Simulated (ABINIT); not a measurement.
Runs of ABINIT 10.8.3 (patched build) on HfN. The structure is cubic, space group Fm-3m (No. 225). Conventional cell: a = 4.512 Å, b = 4.512 Å, c = 4.512 Å, α = 90.00°, β = 90.00°, γ = 90.00°. Hf (site symmetry m-3m) has 6 N at 2.26 Å as nearest neighbours. N (site symmetry m-3m) is surrounded by 6 Hf at 2.26 Å. 

```tsv
task	level	potentials or basis	cutoff (eV)	fine-grid cutoff	gap on the mesh (eV)	pressure (GPa)
single point	r2SCAN	SG15 NC PBE v1.2	1306	-	none	-7.6
single point	PBEsol	PseudoDojo NC SR PBEsol v0.4.1 standard	1143	-	none	(a)
single point	r2SCAN	JTH PAW PBE v2.0	844	1442.2 eV	none	2.9
single point	r2SCAN	Ansatz NC r2SCAN	1497	-	none	2.6
```

Alike in all rows: no spin polarisation; cell as given; k mesh 10 × 10 × 10; smearing fermi-dirac 0.05 eV.

Task: Fill in the values left out.

Result: (a) -2.8.

Caveats: the potentials were made for another functional, which shifts forces and pressure (some runs); the PAW data sets were made with another functional, which shifts forces and pressure a little (some runs).

A k mesh can miss the band edges, and the runs leave out spin-orbit coupling on Hf.

A gap of «none» marks a metal or a gap under the smearing width.

The runs don't all hold the same shells in valence.
